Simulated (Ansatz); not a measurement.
# SiO2: field gradients at two levels of theory

Cell: a computed structure from the Materials Project (it need not be an observed phase), atoms as given.

Space group Pccn (No. 56); a = 4.7116, b = 8.0926, c = 8.5306 Å.

| site | Wyckoff | site symmetry | x | y | z |
| --- | --- | --- | --- | --- | --- |
| Si | 8e | 1 | 0.1440 | 0.0630 | 0.1591 |
| O9 | 8e | 1 | 0.5883 | 0.0542 | 0.7990 |
| O12 | 4c | ..2 | 0.2500 | 0.2500 | 0.6393 |
| O16 | 4a | -1 | 0.0000 | 0.5000 | 0.5000 |

One atom of each set is listed.

First run. All values are calculated (Ansatz; DFT, PBE, plane waves and PAW, scalar-relativistic, 420 eV cutoff, Γ-centred 5×3×3 k-points, Fermi–Dirac smearing 0.02 eV), not measured.

```json
{"site": "Si", "V_zz (10²¹ V/m²)": "0.77", "η": "0.88"}
{"site": "O9", "V_zz (10²¹ V/m²)": "8.83", "η": "0.32"}
{"site": "O12", "V_zz (10²¹ V/m²)": "10.13", "η": "0.07"}
{"site": "O16", "V_zz (10²¹ V/m²)": "10.27", "η": "0.04"}
```

Second run. The same atoms and settings, except that the gradients are read without the response of the frozen cores to their surroundings (frozen_core: stored), which the first run includes.

Question: Given the first result, estimate the second.

Answer: 

```tsv
site	V_zz	η	change of V_zz
Si	0.72	0.88	-0.05
O9	9.11	0.32	+0.28
O12	10.47	0.07	+0.34
O16	10.62	0.04	+0.35
```

The largest change of V_zz is on O16, from 10.27 to 10.62. In per cent, |V_zz| changes by -7 on Si, +3 on O (all sites that start above 0.5).

At this cell the PBE pressure is 5 GPa, so with PBE the cell would grow if it were relaxed. The entry's cell may itself be off. The largest force is 0.4 eV/Å, so the atoms aren't at the calculated equilibrium and relaxing them would move these values.
